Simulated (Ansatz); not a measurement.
Crystal: AgCl (Chlorargyrite).

```
Ag Cl
1.0
     0.00000    2.73500    2.73500
     2.73500    0.00000    2.73500
     2.73500    2.73500    0.00000
Ag Cl
1 1
Cartesian
  0.0000 0.0000 0.0000
  2.7350 2.7350 2.7350
```

Base run:

- Program: Ansatz 0.2.0
- Functional: HSE06
- Potentials or basis: Ansatz PAW
- Cutoff: 420 eV (not typed: the program's choice for these potentials)
- k mesh: 6 × 6 × 6
- Occupations: fermi-dirac, width 0.05 eV
- Spin: no spin polarisation

Its results: band gap on the k mesh 2.40 eV, indirect (least direct gap 4.81 eV); pressure 3.7 GPa.

Question: The run is repeated on the same cell with these changes: functional from HSE06 to PBE0. What comes out?

Answer: Band gap on the k mesh 3.09 eV, indirect (least direct gap 5.52 eV); pressure 3.6 GPa.

Caveats: the PAW data sets come from PBE, with cores solved anew for the run's functional, which leaves a small shift of forces and pressure; the thresholds are loose for stress.
